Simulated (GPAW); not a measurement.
# Rb (Fm-3m) in GPAW: convergence with plane-wave cutoff (eV)

Aim: find how far plane-wave cutoff (eV) must go before the results for Rb settle, at PBE. This setting moves, with any that are tied to it; all else stays.

Program: GPAW 26.7.0. These are calculated values, not measurements. Logs are shortened: lines on timing, memory, paths and dates and some standing lists are left out, and cuts for length are marked. The log counts tension as positive stress, the text compression.

### Step 1. The crystal as given

The structure is cubic, space group Fm-3m (No. 225). Conventional cell: a = 7.280 Å, b = 7.280 Å, c = 7.280 Å, α = 90.00°, β = 90.00°, γ = 90.00°.

This isn't the form of Rb at room conditions, which is bcc.

### Step 2. With plane-wave cutoff (eV) 200

Input file run.py:

```python
from ase import Atoms
from ase.dft.bandgap import bandgap
from ase.io import write
from ase.units import GPa
from gpaw import GPAW, PW, setup_paths

setup_paths.insert(0, '.')

atoms = Atoms(['Rb'],
              cell=[[0.0, 3.63988467, 3.63988467],
                    [3.63988467, 0.0, 3.63988467],
                    [3.63988467, 3.63988467, 0.0]],
              scaled_positions=[[0.0, 0.0, 0.0]],
              pbc=True)

calc = GPAW(mode=PW(200),
            xc='PBE',
            kpts={'size': (6, 6, 6), 'gamma': True},
            occupations={'name': 'fermi-dirac', 'width': 0.05},
            setups={'Rb': 'jth'},
            nbands=-7,
            convergence={'density': 1e-05, 'energy': 1e-05},
            maxiter=100,
            txt='gpaw.txt')
atoms.calc = calc
energy = atoms.get_potential_energy()
forces = atoms.get_forces()
stress = atoms.get_stress()
calc.write('gs.gpw')
write('result.traj', atoms)
print(f'Energy: {energy:.6f} eV')
print('Forces (eV/A):')
print(forces.round(4))
print('Stress (GPa):', (stress / GPa).round(3))
print('Fermi level:', round(calc.get_fermi_level(), 4), 'eV')
print(f'Gap: {bandgap(calc)[0]:.4f} eV, direct: {bandgap(calc, direct=True)[0]:.4f} eV')
```

Potentials or basis: JTH PAW 2.0, PBE, pw.

Launch:

```bash
OMP_NUM_THREADS=1 python run.py
```

gpaw.txt:

```text
__  _  _
 | _ |_)|_||  |
 |__||  | ||/\| - 26.7.0

Input parameters:
  mode=PW(ecut=200.0),
  convergence={'density': 1e-05, 'energy': 1e-05},
  kpts=MonkhorstPack(size=(6, 6, 6), gamma=True),
  maxiter=100,
  nbands=-7,
  occupations=Occupations(name='fermi-dirac', width=0.05),
  setups={'Rb': 'jth'},
  xc=XC(name='PBE')

Diagonalizing LCAO Hamiltonian
Converting LCAO to pw mode

       Rb

Atoms  # Å, Bohr magnetons
|   | symbol |        x |        y |        z |    initial magnetic moments |
|---|--------|----------|----------|----------|-----------------------------|
| 0 |     Rb | 0.000000 | 0.000000 | 0.000000 | ( 0.0000,  0.0000,  0.0000) |

Unit cell  # Å
| periodic |        x |        y |        z |  lengths |    angles |
|----------|----------|----------|----------|----------|-----------|
|      yes | 0.000000 | 3.639885 | 3.639885 | 5.147574 | 60.000000 |
|      yes | 3.639885 | 0.000000 | 3.639885 | 5.147574 | 60.000000 |
|      yes | 3.639885 | 3.639885 | 0.000000 | 5.147574 | 60.000000 |

Number of symmetries: 48
Symmetry operations  # r_c * U_cc + t_c -> r_c
|    | kind |            matrix            |
|----|------|------------------------------|
|  0 |  σ   |  1, 0, 0,  1, 0,-1,  1,-1, 0 |
|  1 |  C2  |  1, 0, 0,  1,-1, 0,  1, 0,-1 |
|  2 |  E   |  1, 0, 0,  0, 1, 0,  0, 0, 1 |
|  3 |  σ   |  1, 0, 0,  0, 0, 1,  0, 1, 0 |
|  4 |  C4  |  1, 0,-1,  1, 0, 0,  1,-1, 0 |
|  5 |  S6  |  1, 0,-1,  1,-1, 0,  1, 0, 0 |
|  6 |  σ   |  1, 0,-1,  0, 1,-1,  0, 0,-1 |
|  7 |  C3  |  1, 0,-1,  0, 0,-1,  0, 1,-1 |
|  8 |  S6  |  1,-1, 0,  1, 0, 0,  1, 0,-1 |
|  9 |  C4  |  1,-1, 0,  1, 0,-1,  1, 0, 0 |
| 10 |  C3  |  1,-1, 0,  0,-1, 1,  0,-1, 0 |
| 11 |  σ   |  1,-1, 0,  0,-1, 0,  0,-1, 1 |
| 12 |  σ   |  0, 1, 0,  1, 0, 0,  0, 0, 1 |
| 13 |  C4  |  0, 1, 0,  0, 1,-1, -1, 1, 0 |
| 14 |  C3  |  0, 1, 0,  0, 0, 1,  1, 0, 0 |
| 15 |  S6  |  0, 1, 0, -1, 1, 0,  0, 1,-1 |
| 16 |  C2  |  0, 1,-1,  1, 0,-1,  0, 0,-1 |
| 17 |  σ   |  0, 1,-1,  0, 1, 0, -1, 1, 0 |
| 18 |  S4  |  0, 1,-1,  0, 0,-1,  1, 0,-1 |
| 19 |  C4  |  0, 1,-1, -1, 1, 0,  0, 1, 0 |
| 20 |  C3  |  0, 0, 1,  1, 0, 0,  0, 1, 0 |
| 21 |  σ   |  0, 0, 1,  0, 1, 0,  1, 0, 0 |
| 22 |  S6  |  0, 0, 1,  0,-1, 1, -1, 0, 1 |
| 23 |  C4  |  0, 0, 1, -1, 0, 1,  0,-1, 1 |
| 24 |  S4  |  0, 0,-1,  1, 0,-1,  0, 1,-1 |
| 25 |  C3  |  0, 0,-1,  0, 1,-1,  1, 0,-1 |
| 26 |  C2  |  0, 0,-1,  0,-1, 0, -1, 0, 0 |
| 27 |  S6  |  0, 0,-1, -1, 0, 0,  0,-1, 0 |
| 28 |  S4  |  0,-1, 1,  1,-1, 0,  0,-1, 0 |
| 29 |  C4  |  0,-1, 1,  0, 0, 1, -1, 0, 1 |
| 30 |  C2  |  0,-1, 1,  0,-1, 0,  1,-1, 0 |
| 31 |  σ   |  0,-1, 1, -1, 0, 1,  0, 0, 1 |
| 32 |  C3  |  0,-1, 0,  1,-1, 0,  0,-1, 1 |
| 33 |  S6  |  0,-1, 0,  0, 0,-1, -1, 0, 0 |
| 34 |  S4  |  0,-1, 0,  0,-1, 1,  1,-1, 0 |
| 35 |  C2  |  0,-1, 0, -1, 0, 0,  0, 0,-1 |
| 36 |  C2  | -1, 1, 0,  0, 1, 0,  0, 1,-1 |
| 37 |  S6  | -1, 1, 0,  0, 1,-1,  0, 1, 0 |
| 38 |  S4  | -1, 1, 0, -1, 0, 1, -1, 0, 0 |
| 39 |  C3  | -1, 1, 0, -1, 0, 0, -1, 0, 1 |
| 40 |  S6  | -1, 0, 1,  0, 0, 1,  0,-1, 1 |
| 41 |  C2  | -1, 0, 1,  0,-1, 1,  0, 0, 1 |
| 42 |  C3  | -1, 0, 1, -1, 1, 0, -1, 0, 0 |
| 43 |  S4  | -1, 0, 1, -1, 0, 0, -1, 1, 0 |
| 44 |  C2  | -1, 0, 0,  0, 0,-1,  0,-1, 0 |
| 45 |  i   | -1, 0, 0,  0,-1, 0,  0, 0,-1 |
| 46 |  σ   | -1, 0, 0, -1, 1, 0, -1, 0, 1 |
| 47 |  C2  | -1, 0, 0, -1, 0, 1, -1, 1, 0 |

BZ-sampling:
  Number of BZ points: 216
  Number of IBZ points: 16

  Monkhorst-Pack size: [6, 6, 6]
  Monkhorst-Pack shift: [0.08333333333333333, 0.08333333333333333, 0.08333333333333333]

K-points  # in reciprocal-cell coordinates
|     |                                coordinates |     weight |
|-----|--------------------------------------------|------------|
|   0 | (  0.00000000,   0.00000000,   0.00000000) | 0.00462963 |
|   1 | (  0.16666667,   0.16666667,   0.00000000) | 0.02777778 |
|   2 | (  0.16666667,   0.16666667,   0.16666667) | 0.03703704 |
|   3 | (  0.33333333,   0.16666667,   0.16666667) | 0.05555556 |
|   4 | (  0.33333333,   0.33333333,  -0.33333333) | 0.05555556 |
|   5 | (  0.33333333,   0.33333333,   0.00000000) | 0.02777778 |
|   6 | (  0.33333333,   0.33333333,   0.16666667) | 0.11111111 |
|   7 | (  0.33333333,   0.33333333,   0.33333333) | 0.03703704 |
|   8 | (  0.50000000,   0.33333333,  -0.33333333) | 0.11111111 |
|   9 | (  0.50000000,   0.33333333,  -0.16666667) | 0.05555556 |
| ... |                                            |            |
|  15 | (  0.50000000,   0.50000000,   0.50000000) | 0.01851852 |

Plane wave coefficients: 636
Cutoff: 200.0 eV

Spin-components: 1 (collinear spins)
Bands:           11
Projectors:      5
Spin-degeneracy: 2
Datatype:        complex128

Parallelization:
  kpt:    1
  domain: 1
  band:   1

Density:
  Valence electrons: 9.0
  Components: 1
  Grid points: [18 18 18]
  Charge: 0.0  # |e|

Potential:
  Grid points: [18 18 18]

species:
  Rb:
    name:    Rubidium
    Z:       37.0
    valence: 9
    core:    28
    charge:  0.0  # [|e|]
    compensation charges:
      type: bessel
      rc: 0.93  # [Å]
      lmax: 2
    cutoffs:
      filter: 1.22  # [Å]
      core: 2.02  # [Å]
    projectors
    | kind |    occ | energy [eV] | rcut [Å] |
    |------|--------|-------------|----------|
    |   4s |  2.000 |     -31.894 |    1.007 |
    |   5s |  1.000 |      -2.232 |    1.007 |
    |   4p |  6.000 |     -15.964 |    1.170 |
    |    p |        |      27.211 |    1.170 |
    |    d |        |      27.211 |    1.170 |

    Using partial waves for Rb as LCAO basis

Reference energy: -81122.487975  # eV

eigensolver:
  PPCG
  Converge bands: occupied
  niter=2

density mixing:
  MSR1-Mixer
  Pratt-step length: 0.05
  Maximum mixing coefficient: 0.75
  Old densities: 10
  SVD Regularization: 0.005
  Good broyden scale: 1.0
  Trust region scale: 1.0
  Backstep threshold: 4.0
  History deletion threshold: 6.0
  Fourier metric: weight=20.0, sigma=0.015

occupation numbers:
  Fermi-Dirac:
    width: 0.0500  # eV

poisson solver:
  ecut: 1600.0  # eV

xc functional:
  name: PBE with 2 nearest neighbor stencil

convergence criteria:
- Maximum integral of absolute [dens]ity change: 1e-05 electrons / valence electron
- Maximum [total energy] change in last 3 cyles: 1e-05 eV / valence electron
- Maximum integral of absolute [eigenst]ate change: 4e-08 eV^2 / valence electron
maximum number of iterations: 100

SCF iterations
|iter     | |      energy | eigst |  dens |
|---------|-|-------------|-------|-------|
|iter:   1| |   -1.457850 | -0.45 |       |
|iter:   2| |   -1.404966 | -2.22 | -1.12 |
|iter:   3| |   -1.061056 | -1.31 | -1.17 |
|iter:   4| |   -1.054712 | -2.58 | -1.84 |
|iter:   5| |   -1.054154 | -3.85 | -2.09 |
|iter:   6| |   -1.054131 | -5.35 | -3.00 |
|iter:   7| |   -1.054133c| -6.67 | -3.60 |
|iter:   8| |   -1.054133c| -7.60c| -4.65 |
|iter:   9| |   -1.054133c| -8.37c| -5.24c|

Converged in 9 steps
Energy contributions relative to reference atoms: (reference = -81122.487975)

Energy contributions:
  Kinetic:          -5.193164
  Coulomb:           5.180796
  Zero:             -0.081385
  External:          0.000000
  Xc:               -0.956175
  Entropy:          -0.008410
  Spinorbit:         0.000000
  ----------------------------
  Free energy:      -1.058337
  Extrapolated:     -1.054133

dipole moment: (-44.602370, -44.602370, -44.602370)  # |e|*Ang

Fermi level: 1.234
Eigenvalues  # (at kpt = [0.000, 0.000, 0.000])
| band index |      eig [eV] | occ [0-2] |
|------------|---------------|-----------|
|          0 |       -27.786 |     2.000 |
|          1 |       -11.825 |     2.000 |
|          2 |       -11.824 |     2.000 |
|          3 |       -11.824 |     2.000 |
|          4 |        -0.619 |     2.000 |
|          5 |         4.880 |     0.000 |
|          6 |         4.880 |     0.000 |
|          7 |         4.880 |     0.000 |
|          8 |         6.170 |     0.000 |
|          9 |         6.170 |     0.000 |
|         10 |         7.265 |     0.000 |

No gap
No difference between direct/indirect transitions

Forces  # eV/Ang
|        x |       y |        z |
|----------|---------|----------|
| -0.00000 | 0.00000 | -0.00000 |  # Rb   0

Stress tensor  # eV/Ang^3
|         x |         y |        z |
|-----------|-----------|----------|
|  0.011338 | -0.000000 | 0.000000 |
| -0.000000 |  0.011338 | 0.000000 |
|  0.000000 |  0.000000 | 0.011338 |

# Writing to gs.gpw (mode='')
```

Run time: 3.5 s. Hardware: 1 thread of Intel Xeon Platinum 8488C (Sapphire Rapids), shared host; peak memory 0.12 GiB.

What came out:

| Item | Value |
| --- | --- |
| Free energy | -1.0583 eV |
| Pressure | -1.8 GPa |
| Band gap on the k mesh | none (metal or under the smearing width) |

### Step 3. With plane-wave cutoff (eV) 250

Changes to run.py since step 2:

```diff
@@ -15,3 +15,3 @@
 
-calc = GPAW(mode=PW(200),
+calc = GPAW(mode=PW(250),
             xc='PBE',
```

Potentials or basis: JTH PAW 2.0, PBE, pw.

Launch:

```bash
OMP_NUM_THREADS=1 python run.py
```

It took 3.3 s on 1 thread of Intel Xeon Platinum 8488C (Sapphire Rapids), shared host; peak memory 0.13 GiB.

Results:

```
Free energy            : -1.1782 eV
Pressure               : 0.8 GPa
Band gap on the k mesh : none (metal or under the smearing width)
```

### Step 4. With plane-wave cutoff (eV) 300

Changes to run.py since step 3:

```diff
@@ -15,3 +15,3 @@
 
-calc = GPAW(mode=PW(250),
+calc = GPAW(mode=PW(300),
             xc='PBE',
```

Launch:

```bash
OMP_NUM_THREADS=1 python run.py
```

It took 4.1 s on 1 thread of Intel Xeon Platinum 8488C (Sapphire Rapids), shared host; peak memory 0.13 GiB.

What came out:

```
Free energy            : -1.0125 eV
Pressure               : 1.4 GPa
Band gap on the k mesh : none (metal or under the smearing width)
```

### Step 5. With plane-wave cutoff (eV) 350

Changes to run.py since step 4:

```diff
@@ -15,3 +15,3 @@
 
-calc = GPAW(mode=PW(300),
+calc = GPAW(mode=PW(350),
             xc='PBE',
```

Launch:

```bash
OMP_NUM_THREADS=1 python run.py
```

It took 4.4 s on 1 thread of Intel Xeon Platinum 8488C (Sapphire Rapids), shared host; peak memory 0.14 GiB.

What came out:

- Free energy: -0.9136 eV
- Pressure: 0.0 GPa
- Band gap on the k mesh: none (metal or under the smearing width)

### Step 6. With plane-wave cutoff (eV) 400

Changes to run.py since step 5:

```diff
@@ -15,3 +15,3 @@
 
-calc = GPAW(mode=PW(350),
+calc = GPAW(mode=PW(400),
             xc='PBE',
```

Potentials or basis: JTH PAW 2.0, PBE, pw.

Launch:

```bash
OMP_NUM_THREADS=1 python run.py
```

It took 4.5 s on 1 thread of Intel Xeon Platinum 8488C (Sapphire Rapids), shared host; peak memory 0.14 GiB.

Results:

```yaml
Free_energy: -0.9216 eV
Pressure: -0.3 GPa
Band_gap_on_the_k_mesh: none (metal or under the smearing width)
```

### Step 7. With plane-wave cutoff (eV) 500

Changes to run.py since step 6:

```diff
@@ -15,3 +15,3 @@
 
-calc = GPAW(mode=PW(400),
+calc = GPAW(mode=PW(500),
             xc='PBE',
```

Launch:

```bash
OMP_NUM_THREADS=1 python run.py
```

Wall time 6.9 s (1 thread of Intel Xeon Platinum 8488C (Sapphire Rapids), shared host); peak memory 0.15 GiB.

The run converged. Its results:

```
Free energy            : -0.9414 eV
Pressure               : 0.1 GPa
Band gap on the k mesh : none (metal or under the smearing width)
```

### Step 8. With plane-wave cutoff (eV) 600

Changes to run.py since step 7:

```diff
@@ -15,3 +15,3 @@
 
-calc = GPAW(mode=PW(500),
+calc = GPAW(mode=PW(600),
             xc='PBE',
```

Launch:

```bash
OMP_NUM_THREADS=1 python run.py
```

It took 7.6 s on 1 thread of Intel Xeon Platinum 8488C (Sapphire Rapids), shared host; peak memory 0.17 GiB.

Results (log left out):

| Property | Result |
| --- | --- |
| Free energy | -0.9113 eV |
| Pressure | 0.0 GPa |
| Band gap on the k mesh | none (metal or under the smearing width) |

### Step 9. With plane-wave cutoff (eV) 800

Changes to run.py since step 8:

```diff
@@ -15,3 +15,3 @@
 
-calc = GPAW(mode=PW(600),
+calc = GPAW(mode=PW(800),
             xc='PBE',
```

Potentials or basis: JTH PAW 2.0, PBE, pw.

Launch:

```bash
OMP_NUM_THREADS=1 python run.py
```

Run time: 13 s. Hardware: 1 thread of Intel Xeon Platinum 8488C (Sapphire Rapids), shared host; peak memory 0.2 GiB.

It converged, with:

```
Free energy            : -0.9148 eV
Pressure               : -0.1 GPa
Band gap on the k mesh : none (metal or under the smearing width)
```

### Step 10. With plane-wave cutoff (eV) 1000

Changes to run.py since step 9:

```diff
@@ -15,3 +15,3 @@
 
-calc = GPAW(mode=PW(800),
+calc = GPAW(mode=PW(1000),
             xc='PBE',
```

Launch:

```bash
OMP_NUM_THREADS=1 python run.py
```

Run time: 15 s. Hardware: 1 thread of Intel Xeon Platinum 8488C (Sapphire Rapids), shared host; peak memory 0.24 GiB.

The run converged. Its results:

```yaml
Free_energy: -0.9089 eV
Pressure: -0.1 GPa
Band_gap_on_the_k_mesh: none (metal or under the smearing width)
```

### Step 11. Result

| plane-wave cutoff (eV) | energy less the tightest run, at zero smearing (meV/atom) | pressure (GPa) | SCF cycles | CPU time (s) | peak memory (GiB) |
| --- | --- | --- | --- | --- | --- |
| 200 | -149.36 | -1.82 | 9 | 3.5 | 0.12 |
| 250 | -269.20 | 0.83 | 9 | 3.3 | 0.13 |
| 300 | -103.54 | 1.38 | 10 | 4.1 | 0.13 |
| 350 | -4.70 | 0.03 | 9 | 4.4 | 0.14 |
| 400 | -12.68 | -0.29 | 9 | 4.5 | 0.14 |
| 500 | -32.43 | 0.10 | 10 | 6.9 | 0.15 |
| 600 | -2.40 | -0.04 | 10 | 7.6 | 0.17 |
| 800 | -5.86 | -0.09 | 9 | 13 | 0.2 |
| 1000 | 0.00 | -0.11 | 10 | 15 | 0.24 |

Against the tightest run, the pressure stays within 0.1 GPa from 600 on. Not settled before the last step: the energy (to 1 meV/atom). The tightest run that finished is the yardstick and may itself not be fully converged.

Caveats: the program truncates these outside data sets.
